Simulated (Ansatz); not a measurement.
hcp against fcc along the alkaline-earth metals

Theory: Ansatz, DFT, PBE, plane waves (420 eV) with PAW, scalar-relativistic.

Each structure is relaxed within its symmetry, in the lowest magnetic state of the tried starts. Differences under about 8 meV lie within the error of the k-point mesh.

```csv
element,E(hcp) − E(fcc) (meV/atom),V(hcp) (Å³/atom),V(fcc) (Å³/atom),state of hcp,state of fcc
Be,-82,7.91,7.88,spin not included,spin not included
Mg,-11,22.94,23.16,spin not included,spin not included
Ca,5,42.42,42.17,spin not included,spin not included
Sr,4,55.30,55.04,spin not included,spin not included
Ba,-3,63.74,64.17,spin not included,spin not included
```
